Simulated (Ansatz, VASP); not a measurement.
**KBr in VASP and in Ansatz**

The input INCAR:

```
SYSTEM = KBr
PREC = Accurate ; ENCUT = 520
EDIFF = 1E-8 ; ISMEAR = -1
SIGMA = 0.01 ; LREAL = .FALSE.
LASPH = .TRUE. ; NELM = 100
ALGO = Normal ; ISIF = 2
LWAVE = .FALSE. ; LCHARG = .FALSE.
GGA = PE ; LEFG = .TRUE.
NBANDS = 15
```

The input KPOINTS:

```
regular mesh
0
G
  7 7 7
  0 0 0
```

The input POSCAR:

```
KBr
1.0
    0.0000000000      3.2366841324      3.2366841324
    3.2366841324      0.0000000000      3.2366841324
    3.2366841324      3.2366841324      0.0000000000
K Br
1 1
Direct
    0.0000000000      0.0000000000      0.0000000000
    0.5000000000      0.5000000000      0.5000000000
```

Input for Ansatz:

```yaml
crystal:
  lattice:
    - [0.0, 3.2366841324, 3.2366841324]
    - [3.2366841324, 0.0, 3.2366841324]
    - [3.2366841324, 3.2366841324, 0.0]
  atoms:
    - { symbol: K, position: [0.0, 0.0, 0.0] }
    - { symbol: Br, position: [0.5, 0.5, 0.5] }
kpoints:
  mp_grid: { grid: [7, 7, 7] }
scf:
  occupations: { method: fermi_dirac, width: 0.01 }
hamiltonian:
  xc: pbe
  pseudopotentials: { kind: paw }
output:
  forces: true
  stress: true
  eigenvalues: true
  efg: { contact_densities: true }
  write_density: true
  write_potential: true
  elf: true
  volumetric_format: npy
```

Change from the starting cell: volume scaled by 0.95, PAW files.

Alike in both runs: task electric field gradients; functional PBE; k mesh 7 × 7 × 7; occupations fermi-dirac, width 0.01 eV; no spin polarisation.

|  | VASP | Ansatz |
| --- | --- | --- |
| version | VASP 6.6.1 | Ansatz 0.2.0 |
| potentials or method | VASP PAW PBE potentials, release 64 (K_sv, Br) | PAW with Ansatz's default frozen-core files, scalar-relativistic |
| plane-wave cutoff (eV) | 520 | 420 |
| valence electrons in the cell | 16 | 16 |

Ansatz gave:

- gap on the k mesh at the Fermi level (eV): 4.60
- pressure (GPa): 1.8
- Vzz of the field gradient on the site that differs most (V/Å²): 0.0

What did VASP give for the same quantities?

gap on the k mesh at the Fermi level (eV): 4.60; pressure (GPa): 1.9; Vzz of the field gradient on the site that differs most (V/Å²): 0.0.

The functional is the same, so the differences come from potentials, cutoffs and numerics.
